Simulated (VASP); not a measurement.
Set up this calculation in VASP 6.6.1, as the native input.

```yaml
Task: single point
Functional: PBE
Potentials_or_basis: VASP PAW PBE potentials, release 64 (C, O)
Cutoff: 520 eV
k_mesh: 7 × 7 × 7
Occupations: fermi-dirac, width 0.1 eV
Spin: no spin polarisation
Dipole_correction: no
Further_INCAR_settings: ALGO = Normal; EDIFF = 1e-07; NBANDS = 15
```

The structure of CO2 lies in POSCAR:

```
CO2
1.0
    0.0000000000      2.2511184305      2.2511184305
    2.2511184305      0.0000000000      2.2511184305
    2.2511184305      2.2511184305      0.0000000000
C O
1 2
Direct
    0.0000000000      0.0000000000      0.0000000000
    0.2500000000      0.2500000000      0.2500000000
    0.7500000000      0.7500000000      0.7500000000
```

The cell was built by a generator and needn't be a form met in nature.

These files were run (other wordings do the same):

INCAR

```
  ALGO = Normal
  EDIFF = 1E-7
  ENCUT = 520
  GGA = PE
  ISIF = 2
  ISMEAR = -1
  LASPH = True
  LCHARG = False
  LREAL = False
  LWAVE = False
  NBANDS = 15
  NELM = 80
  PREC = Accurate
  SIGMA = 0.1
```

KPOINTS

```
k-points
0
Gamma
  7 7 7
```

Potentials or basis: VASP PAW PBE potentials, release 64 (C, O).

Run with:

```bash
$ cat potpaw_PBE.64/C/POTCAR potpaw_PBE.64/O/POTCAR > POTCAR
$ mpirun -np 1 vasp_std > vasp.out
```

Results of the run:

| Property | Result |
| --- | --- |
| Pressure | -0.2 GPa |
| Band gap on the k mesh | none (metal or under the smearing width) |

It took 5.6 s on 1 thread of Intel(R) Xeon(R) Platinum 8259CL CPU @ 2.50GHz (Skylake/Cascade Lake), with other jobs on the host, peak memory 0.13 GiB.
